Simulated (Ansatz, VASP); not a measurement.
## Ti in VASP and in Ansatz

INCAR

```
SYSTEM = Ti
  PREC = Accurate
  ENCUT = 520
  EDIFF = 1E-6
  ISMEAR = 0
  SIGMA = 0.15
  LREAL = .False.
  LASPH = .True.
  NELM = 100
  ALGO = Fast
  ISIF = 2
  LWAVE = .False.
  LCHARG = .False.
  GGA = PE
  NBANDS = 19
```

KPOINTS

```
regular mesh
0
Gamma
  18 18 10
  0 0 0
```

The input POSCAR:

```
Ti
1.0
    2.9499978604      0.0000000000      0.0000000000
   -1.4749989302      2.5547730882      0.0000000000
    0.0000000000      0.0000000000      4.6860000000
Ti
2
Direct
    0.3333333333      0.6666666667      0.2500000000
    0.6666666667      0.3333333333      0.7500000000
```

Input for Ansatz:

```yaml
crystal:
  lattice:
    - [2.9499978604, 0.0, 0.0]
    - [-1.4749989302, 2.5547730882, 0.0]
    - [0.0, 0.0, 4.686]
  atoms:
    - { symbol: Ti, position: [0.3333333333, 0.6666666667, 0.25] }
    - { symbol: Ti, position: [0.6666666667, 0.3333333333, 0.75] }
basis:
  ecutwfc: 420
kpoints:
  mp_grid: { grid: [18, 18, 10] }
hamiltonian:
  xc: pbe
scf:
  occupations: { method: gaussian, width: 0.15 }
output:
  forces: true
  stress: true
  eigenvalues: true
```

Alike in both runs: task single point; functional PBE; k mesh 18 × 18 × 10; occupations gaussian, width 0.15 eV; no spin polarisation.

|  | VASP | Ansatz |
| --- | --- | --- |
| version | VASP 6.6.1 | Ansatz 0.2.0 |
| potentials or method | VASP PAW PBE potentials, release 64 (Ti_sv) | scalar-relativistic, plane waves, PAW |
| plane-wave cutoff (eV) | 520 | 420 |
| valence electrons in the cell | 24 | 24 |

Ansatz gave:

```
gap on the k mesh at the Fermi level (eV)       : none
pressure (GPa)                                  : -1.6
largest component of the traceless stress (GPa) : 0.31
```

Problem. Which values does VASP return?

Solution. gap on the k mesh at the Fermi level (eV): none; pressure (GPa): -2.1; largest component of the traceless stress (GPa): 0.31.

A gap of «none» marks a metal or a gap that the smearing closes.
